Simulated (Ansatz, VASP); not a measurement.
One calculation of GaN, two programs

```
Ga N
1.0
     0.00000    2.18287    2.21490
     2.21490    0.00000    2.21490
     2.21490    2.18287    0.00000
Ga N
1 1
Direct
  0.00000 0.00000 0.00000
  0.50000 0.50000 0.50000
```

Alike in both runs: task single point; functional PBE; k mesh 14 × 14 × 14; occupations gaussian, width 0.05 eV; no spin polarisation.

```csv
,VASP,Ansatz
version,VASP 6.6.1,Ansatz 0.2.0
potentials or method,"VASP PAW PBE potentials, release 64 (Ga_d, N)","scalar-relativistic, plane waves, PAW"
plane-wave cutoff (eV),520,420
valence electrons in the cell,18,18
```

|  | VASP | Ansatz | Ansatz less VASP |
| --- | --- | --- | --- |
| gap on the k mesh at the Fermi level (eV) | none | none | - |
| pressure (GPa) | -15.4 | -16.0 | -0.58 |
| largest component of the traceless stress (GPa) | 0.69 | 0.65 | -0.040 |

A gap of «none» marks a metal or a gap that the smearing closes.

Caveats: so large a pressure means that the cell lies far from this level's equilibrium, or that cutoff or potentials fall short (VASP).
